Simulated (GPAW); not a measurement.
**Cl: band structure with AM05**

The system is Cl.

```
CELL_PARAMETERS angstrom
3.14500 -2.25000 0.00000
3.14500 2.25000 0.00000
0.00000 0.00000 8.21000
ATOMIC_POSITIONS crystal
Cl 0.37000 0.63000 0.40000
Cl 0.13000 0.87000 0.90000
Cl 0.63000 0.37000 0.60000
Cl 0.87000 0.13000 0.10000
```

* Program: GPAW 26.7.0
* Task: band structure
* Functional: AM05
* Potentials or basis: PAW data sets generated in the run's folder for this functional
* Cutoff: 600 eV
* Basis: pw
* k mesh: 5 × 5 × 3
* Occupations: fermi-dirac, width 0.05 eV
* Spin: no spin polarisation
* Maxiter: 150
* Band path: GXSRAZGYX1A1TY,ZT
* Band points: 100

- Pressure: -0.1 GPa
- Largest force: 0.232 eV/Å
- Band gap on the k mesh: 2.46 eV, indirect (least direct gap 2.51 eV)
- Band gap along the path: 2.44 eV, indirect (least direct gap 2.50 eV)

Forces on the atoms (eV/Å):
```
Cl   0.000 -0.203  0.113
Cl   0.000  0.203  0.113
Cl   0.000  0.203 -0.113
Cl   0.000 -0.203 -0.113
```

Stress tensor (GPa, compression positive):
```
 1.03  0.00  0.00
 0.00 -0.37  0.00
 0.00  0.00 -1.03
```

Levels at the corners of the path, in eV from the valence-band top:
| point | band 10 | band 11 | band 12 | band 13 | band 14 | band 15 | band 16 | band 17 | band 18 |
| --- | --- | --- | --- | --- | --- | --- | --- | --- | --- |
| Γ | -2.17 | -0.70 | -0.40 | -0.15 | -0.06 | 2.45 | 3.01 | 6.94 | 7.51 |
| X | -2.95 | -0.84 | -0.66 | -0.22 | -0.01 | 2.58 | 2.76 | 8.51 | 9.15 |
| S | -2.46 | -0.51 | -0.51 | -0.15 | -0.15 | 2.83 | 2.83 | 8.29 | 8.29 |
| R | -2.48 | -0.43 | -0.43 | -0.01 | -0.01 | 2.73 | 2.73 | 8.51 | 8.51 |
| A | -3.05 | -0.41 | -0.41 | -0.40 | -0.40 | 2.66 | 2.66 | 9.20 | 9.20 |
| Z | -2.17 | -0.65 | -0.65 | -0.10 | -0.10 | 2.65 | 2.65 | 7.46 | 7.46 |
| Γ | -2.17 | -0.70 | -0.40 | -0.15 | -0.06 | 2.45 | 3.01 | 6.94 | 7.51 |
| Y | -2.84 | -0.96 | -0.89 | -0.36 | 0.00 | 2.53 | 2.71 | 8.56 | 8.65 |
| X1 | -2.95 | -0.84 | -0.66 | -0.22 | -0.01 | 2.58 | 2.76 | 8.51 | 9.15 |
| A1 | -3.05 | -0.41 | -0.41 | -0.40 | -0.40 | 2.66 | 2.66 | 9.20 | 9.20 |
| T | -2.78 | -0.70 | -0.70 | -0.46 | -0.46 | 2.56 | 2.56 | 8.93 | 8.93 |
| Y | -2.84 | -0.96 | -0.89 | -0.36 | 0.00 | 2.53 | 2.71 | 8.56 | 8.65 |
| Z | -2.17 | -0.65 | -0.65 | -0.10 | -0.10 | 2.65 | 2.65 | 7.46 | 7.46 |
| T | -2.78 | -0.70 | -0.70 | -0.46 | -0.46 | 2.56 | 2.56 | 8.93 | 8.93 |

It took 3.6 min on 1 thread of Arm Neoverse V1 (shared host), peak memory 0.6 GiB.

AM05 gaps usually lie below the measured ones, often by a third to a half.
